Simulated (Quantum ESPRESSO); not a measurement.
Runs of Quantum ESPRESSO 7.5 on SnTe. Symmetry: Fm-3m, No. 225, cubic system. The conventional cell has a = 6.302 Å, b = 6.302 Å, c = 6.302 Å, α = 90.00°, β = 90.00°, γ = 90.00°. Around Te (site symmetry m-3m) lie 6 Sn at 3.15 Å. Sn (site symmetry m-3m) has 6 Te at 3.15 Å as nearest neighbours. 

```csv
level,potentials or basis,k mesh,cutoff (eV),form of the LDA,gap on the mesh (eV)
PBE,PseudoDojo 0.4 SR PBE stringent,2 × 2 × 2,1388,-,(a)
LDA,PseudoDojo 0.4.1 SR LDA standard,2 × 2 × 2,1088,PW92,0.11
LDA,PseudoDojo 0.4.1 SR LDA standard,2 × 2 × 2,1306,PW92,0.11
PBE,Ansatz NC SR PBE,4 × 4 × 4,1116,-,0.10
LDA,PseudoDojo 0.4.1 SR LDA standard,2 × 2 × 2,490,PW92,0.06
LDA,PseudoDojo 0.4.1 SR LDA standard,4 × 4 × 4,1088,PW92,0.11
LDA,PseudoDojo 0.4.1 SR LDA standard,2 × 2 × 2,925,PW92,0.11
LDA,PseudoDojo 0.4.1 SR LDA standard,2 × 2 × 2,762,PW92,0.11
```

Alike in all rows: task single point; no spin polarisation; cell as given; smearing fermi-dirac 0.05 eV; the mesh is coarse, so values aren't converged.

Task: Estimate the missing entries.

Result: (a) 0.09.

Caveats: all runs use coarse meshes; spin-orbit coupling is left out, which moves the levels of the heavy elements.

A k mesh can miss the band edges, and the runs leave out spin-orbit coupling on Sn, Te.

The runs don't all hold the same shells in valence.
